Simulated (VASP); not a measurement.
# Ge in VASP: one cell, several levels of theory

What does VASP give for Ge (diamond), under -3.0 % equal strain in all directions, the cell held fixed? Runs: PBE, r2SCAN.

Program: VASP 6.6.1. PAW datasets, plane waves. (Simulation; spin polarisation is off.)

## Step 1: The structure to begin with

The cell comes from an earlier relaxation with r2SCAN in another program.

The symmetry is Fd-3m (No. 227, cubic); a = 5.504 Å in the conventional setting, 20.84 Å³ an atom. Around Ge lie 4 Ge at 2.38 Å.

Coordinates:

```cif
data_structure
_symmetry_space_group_name_H-M 'P 1'
_symmetry_Int_Tables_number 1
_cell_length_a 3.8916
_cell_length_b 3.8916
_cell_length_c 3.8916
_cell_angle_alpha 60.000
_cell_angle_beta 60.000
_cell_angle_gamma 60.000
_cell_volume 41.67
loop_
_atom_site_label
_atom_site_type_symbol
_atom_site_fract_x
_atom_site_fract_y
_atom_site_fract_z
_atom_site_occupancy
Ge1 Ge 0.00000 0.00000 0.00000 1
Ge2 Ge 0.25000 0.25000 0.25000 1
```

## Step 2: Single point with PBE

INCAR reads:

```
ENCUT = 520.000000
SIGMA = 0.020000
EDIFF = 1.00e-07
GGA = PE
PREC = Accurate
IBRION = -1
ISIF = 2
ISMEAR = -1
NBANDS = 21
NELM = 120
NSW = 0
LASPH = .TRUE.
LCHARG = .FALSE.
LWAVE = .FALSE.
LREAL = .FALSE.
```

KPOINTS reads:

```
KPOINTS created by Atomic Simulation Environment
0
Gamma
8 8 8
0 0 0
```

KPOINTS_OPT reads:

```
special points
7
Reciprocal
0.0000000000 0.0000000000 0.0000000000 1
0.5000000000 0.0000000000 0.5000000000 1
0.6250000000 0.2500000000 0.6250000000 1
0.3750000000 0.3750000000 0.7500000000 1
0.5000000000 0.5000000000 0.5000000000 1
0.5000000000 0.2500000000 0.7500000000 1
0.0000000000 0.4062500000 0.4062500000 1
```

POSCAR reads:

```
Ge
 1.0000000000000000
     0.0000000000000000    2.7517673067000001    2.7517673067000001
     2.7517673067000001    0.0000000000000000    2.7517673067000001
     2.7517673067000001    2.7517673067000001    0.0000000000000000
 Ge
   2
Cartesian
  0.0000000000000000  0.0000000000000000  0.0000000000000000
  1.3758836533500001  1.3758836533500001  1.3758836533500001
```

Potentials: the recommended PBE PAW datasets, 28 valence electrons in the neutral cell.

The run is started by

```sh
> mpirun -np 1 vasp_std
```

Printed to the terminal (iteration lines stand in OSZICAR):

```text
POSCAR found type information on POSCAR Ge
 POSCAR found :  1 types and       2 ions
 LDA part: xc-table for (Slater+PW92), standard interpolation
 POSCAR, INCAR and KPOINTS ok, starting setup
 FFT: planning ... GRIDC
 FFT: planning ... GRID_SOFT
 FFT: planning ... GRID
 WAVECAR not read
 entering main loop
 Start KPOINTS_OPT (optional k-point list driver)
k-point batch [1-7\7]
```

OSZICAR:

```text
N       E                     dE             d eps       ncg     rms          rms(c)
DAV:   1     0.188231025404E+03    0.18823E+03   -0.14387E+04  1382   0.379E+03
DAV:   2     0.180628753181E+02   -0.17017E+03   -0.16461E+03  1218   0.623E+02
DAV:   3    -0.809045696923E+01   -0.26153E+02   -0.25954E+02  1388   0.142E+02
DAV:   4    -0.894283050938E+01   -0.85237E+00   -0.85183E+00  1348   0.300E+01
DAV:   5    -0.895646766254E+01   -0.13637E-01   -0.13637E-01  1388   0.412E+00    0.359E+00
DAV:   6    -0.887769046043E+01    0.78777E-01   -0.26403E-02  1362   0.133E+00    0.212E+00
DAV:   7    -0.883761901531E+01    0.40071E-01   -0.60093E-02  1454   0.199E+00    0.153E-01
DAV:   8    -0.883939308161E+01   -0.17741E-02   -0.57819E-03  1338   0.779E-01    0.446E-02
DAV:   9    -0.883952984177E+01   -0.13676E-03   -0.19169E-04  1409   0.152E-01    0.147E-02
DAV:  10    -0.883953546293E+01   -0.56212E-05   -0.17972E-05  1538   0.577E-02    0.663E-03
DAV:  11    -0.883953659975E+01   -0.11368E-05   -0.37868E-06  1341   0.243E-02    0.164E-03
DAV:  12    -0.883953674575E+01   -0.14599E-06   -0.17949E-07  1126   0.334E-03    0.462E-04
DAV:  13    -0.883953671686E+01    0.28890E-07   -0.20504E-08   814   0.230E-03
   1 F= -.88395367E+01 E0= -.88395367E+01  d E =-.118151E-06
       N       E                     dE             ncg
DAV:   1    -0.493715899623E+02   -0.72746E+04      335
DAV:   2    -0.122501956511E+04   -0.11756E+04      294
DAV:   3    -0.140585950098E+04   -0.18084E+03      334
DAV:   4    -0.141169342434E+04   -0.58339E+01      339
DAV:   5    -0.141178875780E+04   -0.95333E-01      344
DAV:   6    -0.141179143756E+04   -0.26798E-02      344
DAV:   7    -0.141179155183E+04   -0.11427E-03      347
DAV:   8    -0.141179155712E+04   -0.52855E-05      349
DAV:   9    -0.141179155742E+04   -0.30211E-06      332
DAV:  10    -0.141179155743E+04   -0.98394E-08      217
```

The lines after F= are the extra pass for the points of KPOINTS_OPT, at fixed density; their E is not a total energy.

From OUTCAR:

```text
k-points           NKPTS =     29   k-points in BZ     NKDIM =     29   number of bands    NBANDS=     21

   NELECT =      28.0000    total number of electrons

   dimension x,y,z NGX =    30 NGY =   30 NGZ =   30
   dimension x,y,z NGXF=    60 NGYF=   60 NGZF=   60

  energy-cutoff  :      520.00
  volume of cell :       41.67
      direct lattice vectors                 reciprocal lattice vectors
     0.000000000  2.751767307  2.751767307    -0.181701410  0.181701410  0.181701410
     2.751767307  0.000000000  2.751767307     0.181701410 -0.181701410  0.181701410
     2.751767307  2.751767307  0.000000000     0.181701410  0.181701410 -0.181701410

 k-points in reciprocal lattice and weights: KPOINTS created by Atomic Simulation Env
   0.00000000  0.00000000  0.00000000       0.002
   0.12500000  0.00000000  0.00000000       0.016
   0.25000000  0.00000000  0.00000000       0.016
   0.37500000  0.00000000  0.00000000       0.016
   0.50000000  0.00000000  0.00000000       0.008
   0.12500000  0.12500000  0.00000000       0.012
   0.25000000  0.12500000  0.00000000       0.047
   0.37500000  0.12500000  0.00000000       0.047
[... 21 more k-points ...]

 E-fermi :   6.0578

 k-point     1 :       0.0000    0.0000    0.0000
  band No.  band energies     occupation
      1     -19.1121      2.00000
      2     -19.1121      2.00000
      3     -19.1121      2.00000
      4     -19.0691      2.00000
      5     -19.0691      2.00000
      6     -18.8093      2.00000
      7     -18.8093      2.00000
      8     -18.8093      2.00000
      9     -18.7867      2.00000
     10     -18.7867      2.00000
     11      -7.5952      2.00000
     12       5.8417      1.99996
     13       5.8417      1.99996
     14       5.8417      1.99996
     15       6.6592      0.00000
     16       8.4236      0.00000
     17       8.4236      0.00000
     18       8.4236      0.00000
     19      12.4635      0.00000
     20      15.5474      0.00000
     21      15.5474      0.00000

 k-point     2 :       0.1250    0.0000    0.0000
  band No.  band energies     occupation
      1     -19.1224      2.00000
      2     -19.1224      2.00000
      3     -19.1091      2.00000
      4     -19.0546      2.00000
      5     -19.0546      2.00000
      6     -18.8220      2.00000
      7     -18.8220      2.00000
      8     -18.8129      2.00000
      9     -18.7762      2.00000
     10     -18.7762      2.00000
     11      -7.3893      2.00000
     12       3.5636      2.00000
     13       5.4661      2.00000
     14       5.4661      2.00000
     15       7.2764      0.00000
     16       8.9190      0.00000
     17       8.9190      0.00000
     18       9.6309      0.00000
     19      13.4537      0.00000
     20      14.5486      0.00000
     21      14.5486      0.00000

 k-point     3 :       0.2500    0.0000    0.0000
  band No.  band energies     occupation
      1     -19.1347      2.00000
      2     -19.1347      2.00000
      3     -19.1018      2.00000
      4     -19.0331      2.00000
      5     -19.0331      2.00000
      6     -18.8378      2.00000
      7     -18.8378      2.00000
      8     -18.8218      2.00000
      9     -18.7645      2.00000
     10     -18.7645      2.00000
     11      -6.7896      2.00000
     12       0.9896      2.00000
     13       4.8665      2.00000
     14       4.8665      2.00000
     15       6.8073      0.00000
     16       9.5792      0.00000
     17       9.5792      0.00000
     18      11.9804      0.00000
     19      14.0085      0.00000
     20      14.3017      0.00000
     21      14.3017      0.00000

 k-point     4 :       0.3750    0.0000    0.0000
  band No.  band energies     occupation
      1     -19.1405      2.00000
      2     -19.1405      2.00000
      3     -19.0944      2.00000
      4     -19.0205      2.00000
      5     -19.0205      2.00000
      6     -18.8456      2.00000
      7     -18.8456      2.00000
      8     -18.8310      2.00000
      9     -18.7585      2.00000
     10     -18.7585      2.00000
     11      -5.9002      2.00000
     12      -1.1437      2.00000
     13       4.4469      2.00000
     14       4.4470      2.00000
     15       6.4256      0.00000
     16       9.6818      0.00000
     17       9.6818      0.00000
     18      13.1897      0.00000
     19      14.7375      0.00000
     20      15.6147      0.00000
     21      15.6147      0.00000

 k-point     5 :       0.5000    0.0000    0.0000
  band No.  band energies     occupation
      1     -19.1418      2.00000
      2     -19.1418      2.00000
      3     -19.0913      2.00000
      4     -19.0173      2.00000
      5     -19.0173      2.00000
      6     -18.8471      2.00000
      7     -18.8471      2.00000
      8     -18.8348      2.00000
      9     -18.7569      2.00000
     10     -18.7569      2.00000
     11      -5.2914      2.00000
     12      -2.1746      2.00000
     13       4.3016      2.00000
     14       4.3016      2.00000
     15       6.2926      0.00002
     16       9.6220      0.00000
     17       9.6220      0.00000
     18      12.9961      0.00000
     19      16.9678      0.00000
     20      17.5077      0.00000
     21      17.5077      0.00000

 k-point     6 :       0.1250    0.1250    0.0000
  band No.  band energies     occupation
      1     -19.1225      2.00000
      2     -19.1190      2.00000
      3     -19.1190      2.00000
      4     -19.0578      2.00000
      5     -19.0390      2.00000
      6     -18.8507      2.00000
      7     -18.7983      2.00000
      8     -18.7983      2.00000
      9     -18.7969      2.00000
     10     -18.7698      2.00000
     11      -7.3198      2.00000
     12       3.6378      2.00000
     13       4.8609      2.00000
     14       4.8609      2.00000
     15       7.7273      0.00000
     16       8.6480      0.00000
     17       9.7492      0.00000
     18       9.7492      0.00000
     19      13.2925      0.00000
     20      13.7676      0.00000
     21      15.8250      0.00000

 k-point     7 :       0.2500    0.1250    0.0000
  band No.  band energies     occupation
      1     -19.1387      2.00000
      2     -19.1289      2.00000
      3     -19.1091      2.00000
      4     -19.0401      2.00000
      5     -19.0140      2.00000
      6     -18.8762      2.00000
      7     -18.8188      2.00000
      8     -18.8009      2.00000
      9     -18.7783      2.00000
     10     -18.7593      2.00000
     11      -6.8469      2.00000
     12       1.6431      2.00000
     13       4.2079      2.00000
     14       4.2464      2.00000
     15       7.8382      0.00000
     16       8.7991      0.00000
     17      10.6343      0.00000
     18      10.8862      0.00000
     19      13.4514      0.00000
     20      15.1181      0.00000
     21      15.5831      0.00000

 k-point     8 :       0.3750    0.1250    0.0000
  band No.  band energies     occupation
      1     -19.1519      2.00000
      2     -19.1381      2.00000
      3     -19.0912      2.00000
      4     -19.0213      2.00000
      5     -18.9990      2.00000
      6     -18.8864      2.00000
      7     -18.8379      2.00000
      8     -18.8199      2.00000
      9     -18.7638      2.00000
     10     -18.7467      2.00000
     11      -6.0300      2.00000
     12      -0.5127      2.00000
     13       3.4935      2.00000
     14       3.9069      2.00000
     15       7.6707      0.00000
     16       9.2993      0.00000
     17      10.7585      0.00000
     18      11.6142      0.00000
     19      14.9365      0.00000
     20      15.6965      0.00000
     21      16.5052      0.00000

 k-point     9 :       0.5000    0.1250    0.0000
  band No.  band energies     occupation
      1     -19.1571      2.00000
      2     -19.1444      2.00000
      3     -19.0758      2.00000
      4     -19.0071      2.00000
      5     -19.0024      2.00000
      6     -18.8757      2.00000
      7     -18.8547      2.00000
      8     -18.8390      2.00000
      9     -18.7536      2.00000
     10     -18.7413      2.00000
     11      -5.1937      2.00000
     12      -1.9971      2.00000
     13       2.9979      2.00000
     14       3.9095      2.00000
     15       7.4676      0.00000
     16       9.4446      0.00000
     17      10.4210      0.00000
     18      13.2945      0.00000
     19      15.0033      0.00000
     20      17.2715      0.00000
     21      17.4922      0.00000

[... the tables of k-points 10 to 29 left out ...]

  Total        2.9007716      2.9007716      2.9007716      0.0000000      0.0000000      0.0000000
  in kB      111.5216044    111.5216044    111.5216044      0.0000000      0.0000000      0.0000000
  external PRESSURE =     111.5216044 kB  Pullay stress =       0.0000000 kB

 POSITION                                       TOTAL-FORCE (eV/Angst)
 -----------------------------------------------------------------------------------
      0.00000      0.00000      0.00000        -0.000000     -0.000000      0.000000
      1.37588      1.37588      1.37588         0.000000      0.000000     -0.000000
 -----------------------------------------------------------------------------------
    total drift:                                0.000000      0.000000      0.000000

  FREE ENERGIE OF THE ION-ELECTRON SYSTEM (eV)
  ---------------------------------------------------
  free  energy   TOTEN  =        -8.8395367169 eV

  energy  without entropy=       -8.8395365987  energy(sigma->0) =       -8.83953666
```

It took 35 s on 1 MPI rank of Intel Xeon Platinum 8488C, shared host; peak memory 0.18 GiB.

The levels at the points of KPOINTS_OPT are read from vasprun.xml.

Levels at the named points, in eV from the top of band v (v: the last filled band by count, c: the next):

| point | v−1 | v | c | c+1 |
| --- | --- | --- | --- | --- |
| Γ | 0.00 | 0.00 | 0.82 | 2.58 |
| X | -3.38 | -3.38 | 0.63 | 0.63 |
| U | -4.79 | -2.90 | 1.10 | 4.25 |
| K | -4.79 | -2.90 | 1.10 | 4.25 |
| L | -1.54 | -1.54 | 0.45 | 3.78 |
| W | -4.32 | -4.32 | 4.66 | 4.66 |

The PBE gap is 0.44 eV and indirect (Γ to (0.00, 0.41, 0.41)), with 0.82 eV as the least direct one. Pressure: 11.15 GPa; the forces vanish within 0.01 eV/Å.

(Part 1 of 2 ends here.)
